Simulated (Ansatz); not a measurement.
What does this script print? It uses the Ansatz DFT code, driven from Python.

Script `defect_ta.py`:
```python
# -*- coding: utf-8 -*-
"""Point defect (vacancy) in Ta."""

from dataclasses import dataclass

import ansatz
import numpy as np


@dataclass(frozen=True)
class RunConfig:
    kmesh: tuple[int, ...] = (2, 3, 3)
    occupations: str = "fermi_dirac"
    smearing_width: float = 0.02
    functional: str = "pbe"


opts = RunConfig()

vectors = np.array([
    [-1.65128, 1.65128, 1.65128],
    [1.65128, -1.65128, 1.65128],
    [1.65128, 1.65128, -1.65128],
])
ta = ansatz.Lattice.of(vectors).atom("Ta", (0.0, 0.0, 0.0))
host = ta.supercell(3, 2, 2)
defective = host.vacancy("Ta", at=(0.0, 0.0, 0.0))

def with_settings(structure):
    return (
        structure.calculation()
        .kpoints(*opts.kmesh)  # sampling of the Brillouin zone
        .occupations(opts.occupations, width=opts.smearing_width)  # the run then minimises F = E - TS
        .scf(lower_state_search="light")
        .functional(opts.functional)
        .band_table()  # levels at the mesh points
    )


perfect = with_settings(host).run().report
base = with_settings(defective).forces()
out = base.run()
data = out.report

n_host, n_defect = len(perfect["lattice"]["sites"]), len(data["lattice"]["sites"])
print(f"perfect cell: {n_host} atoms, F = {perfect['free_energy_ev']:.4f} eV")
print(f"defect cell:  {n_defect} atoms, F = {data['free_energy_ev']:.4f} eV")
print(f"vacancy formation energy {data['free_energy_ev'] - perfect['free_energy_ev'] * n_defect / n_host:.3f} eV")

for site in out.lattice.sites:
    print(f"{site.symbol:2s}", " ".join(f"{v:8.4f}" for v in site.position_ang))

pull = np.linalg.norm(data["forces_ev_ang"], axis=1)
for atom in np.argsort(-pull)[:5]:
    print(f"force on {out.lattice.sites[atom].symbol}{atom}: {pull[atom]:.3f} eV/A")
```

```console
$ python defect_ta.py
DeckWarning: basis.ecutwfc = 420 eV, auto-derived from the records' recommended cutoffs: set by Ta (normal level)
perfect cell: 12 atoms, F = -119185.9671 eV
defect cell:  11 atoms, F = -109250.9465 eV
vacancy formation energy 2.857 eV
Ta   1.6513   1.6513  -1.6513
Ta   1.6513  -1.6513   1.6513
Ta   3.3026   0.0000   0.0000
Ta  -1.6513   1.6513   1.6513
Ta   0.0000   3.3026   0.0000
Ta   0.0000   0.0000   3.3026
Ta   1.6513   1.6513   1.6513
Ta  -3.3026   3.3026   3.3026
Ta  -1.6513   4.9538   1.6513
Ta  -1.6513   1.6513   4.9538
Ta   0.0000   3.3026   3.3026
force on Ta5: 0.539 eV/A
force on Ta9: 0.539 eV/A
force on Ta4: 0.539 eV/A
force on Ta8: 0.539 eV/A
force on Ta3: 0.434 eV/A
```
(Warnings from the package without file and line.)

What to keep in mind:
- The settings weren't tested for convergence.
- Spin is left out of this run.
- For a metal this k-point mesh is coarse: on a finer one energies can move by several to tens of meV an atom and pressures by half a GPa or more, differences at one mesh by less.
- The atoms stand at ideal sites; relaxing them can change energy and levels by an eV or more.
- Errors of mesh and smearing per atom add up over the supercell, so the energy can be off by tenths of an eV.
- Spin-orbit coupling, which matters for elements this heavy, is left out.
- The supercell is small, so the defect meets its images and the energies aren't those of an isolated defect; a partly filled defect level may also lower its energy by spin or distortion. For a charged cell the difference holds no correction, alignment or term for the electrons' reservoir.
- Run time: 17 s on 1 thread of Arm Neoverse V2 (shared host), peak memory 0.56 GiB.
